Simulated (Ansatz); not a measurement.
Input of an Ansatz 0.2.0 run:

input.yaml

```yaml
crystal:
  lattice:
    - [3.309, 0.0, 0.0]
    - [-1.6545, 2.8656780611, 0.0]
    - [0.0, 0.0, 5.2733]
  atoms:
    - { symbol: Sc, position: [0.6666666667, 0.3333333333, 0.75] }
    - { symbol: Sc, position: [0.3333333333, 0.6666666667, 0.25] }
hamiltonian:
  xc: pbe
  pseudopotentials: { kind: nc, source: spms }
kpoints:
  mp_grid: { grid: [9, 9, 5] }
  band_path:
    path:
      - [[0.0, 0.0, 0.0], [0.5, 0.0, 0.0], [0.3333333333, 0.3333333333, 0.0], [0.0, 0.0, 0.0], [0.0, 0.0, 0.5], [0.5, 0.0, 0.5], [0.3333333333, 0.3333333333, 0.5], [0.0, 0.0, 0.5]]
      - [[0.5, 0.0, 0.5], [0.5, 0.0, 0.0]]
      - [[0.3333333333, 0.3333333333, 0.0], [0.3333333333, 0.3333333333, 0.5]]
    npoints: 14
scf:
  occupations: { method: fermi_dirac, width: 0.05 }
  n_extra_bands: 6
output:
  forces: true
  stress: true
  eigenvalues: true
  fatbands: true
  write_density: true
  write_potential: true
  elf: true
  volumetric_format: npy
```

Potentials or basis: SPMS NC.

Command:

```console
$ ansatz run input.yaml --threads 2 --pin off --max-ram 5632MiB --backend cpu --events-out ev --progress --plain --runs-dir out
```

Problem. Predict the pressure.

Solution. -0.6 GPa.

Problem. Predict the band gap on the k mesh.

Solution. None (metal or under the smearing width).

Stress tensor (GPa, compression positive):
```
-0.14  0.00  0.00
 0.00 -0.14  0.00
 0.00  0.00 -1.65
```
